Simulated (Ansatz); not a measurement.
Runs of Ansatz 0.2.0 on MnS. Symmetry: Fm-3m, No. 225, cubic system. The conventional cell has a = 5.209 Å, b = 5.209 Å, c = 5.209 Å, α = 90.00°, β = 90.00°, γ = 90.00°. Mn (site symmetry m-3m) has 6 S at 2.60 Å as nearest neighbours. S (site symmetry m-3m) has 6 Mn at 2.60 Å as nearest neighbours. 

```tsv
task	level	cell	cutoff (eV)	smearing	gap on the mesh (eV)	pressure (GPa)	moment (μB)	relaxed volume (Å³/atom)
single point	PBE	as given	217	gaussian 0.021 eV	none	-2.8	4.72	-
band structure	revPBE	as given	216	fermi-dirac 0.05 eV	-	(a)	4.76	-
relaxation of cell and atoms	BLYP	relaxed	-	fermi-dirac 0.05 eV	-	0.0	4.70	18.11
single point	PBE	as given	217	gaussian 0.011 eV	none	-2.8	4.72	-
relaxation of cell and atoms	BLYP+D4	relaxed	-	fermi-dirac 0.05 eV	-	0.0	4.02	(b)
```

Alike in all rows: potentials or basis all-electron LAPW, scalar-relativistic; spin collinear, ferromagnetic start; k mesh 9 × 9 × 9; basis error allowed 0.001 eV/atom.

Fill in the values left out.

(a) -0.2; (b) 15.35.

Caveats: a cell with one magnetic atom can't hold antiferromagnetic order, which such compounds often take; semilocal functionals often make such compounds metallic where correlation or magnetic order opens a gap, which also shifts bond lengths (some runs); the volume moved by -13 % from the deposited cell, more than functionals usually miss (some runs).

A gap of «none» marks a metal or a gap under the smearing width.
